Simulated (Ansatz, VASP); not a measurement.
InP: VASP beside Ansatz

File INCAR:

```
SYSTEM = InP
PREC = Accurate ; ENCUT = 520
EDIFF = 1E-8 ; ISMEAR = -1
SIGMA = 0.03 ; LREAL = .FALSE.
LASPH = .TRUE. ; NELM = 60
ALGO = Normal ; ISIF = 2
LWAVE = .FALSE. ; LCHARG = .FALSE.
GGA = PS ; LEFG = .TRUE.
NBANDS = 16
```

Contents of KPOINTS:

```
Automatic mesh
0
G
  11 11 11
  0 0 0
```

File POSCAR:

```
InP
1.0
    0.0000000000      2.9109946080      2.9109946080
    2.9109946080      0.0000000000      2.9109946080
    2.9109946080      2.9109946080      0.0000000000
In P
1 1
Direct
    0.0000000000      0.0000000000      0.0000000000
    0.5000000000      0.5000000000      0.5000000000
```

Input for Ansatz:

```yaml
crystal:
  lattice:
    - [0.0, 2.910994608, 2.910994608]
    - [2.910994608, 0.0, 2.910994608]
    - [2.910994608, 2.910994608, 0.0]
  atoms:
    - { symbol: In, position: [0.0, 0.0, 0.0] }
    - { symbol: P, position: [0.5, 0.5, 0.5] }
kpoints:
  mp_grid: { grid: [11, 11, 11] }
scf:
  occupations: { method: fermi_dirac, width: 0.03 }
hamiltonian:
  xc: pbesol
  pseudopotentials: { kind: paw }
output:
  forces: true
  stress: true
  eigenvalues: true
  efg: { contact_densities: true }
```

Change from the starting cell: volume scaled by 1.06, PAW files.

Alike in both runs: task electric field gradients; functional PBEsol; k mesh 11 × 11 × 11; occupations fermi-dirac, width 0.03 eV; no spin polarisation.

|  | VASP | Ansatz |
| --- | --- | --- |
| version | VASP 6.6.1 | Ansatz 0.2.0 |
| potentials or method | VASP PAW PBE potentials, release 64 (In_d, P) | PAW with Ansatz's default frozen-core files, scalar-relativistic |
| plane-wave cutoff (eV) | 520 | 420 |
| valence electrons in the cell | 18 | 18 |

|  | VASP | Ansatz | Ansatz less VASP |
| --- | --- | --- | --- |
| pressure (GPa) | -10.2 | -10.2 | -0.01 |
| Vzz of the field gradient on the site that differs most (V/Å²) | 0.0 | 0.0 | 0.00 |

Ansatz warned: «gradients_without_spin_orbit».

Caveats: the PAW data sets were made with another functional, which shifts forces and pressure a little (VASP).
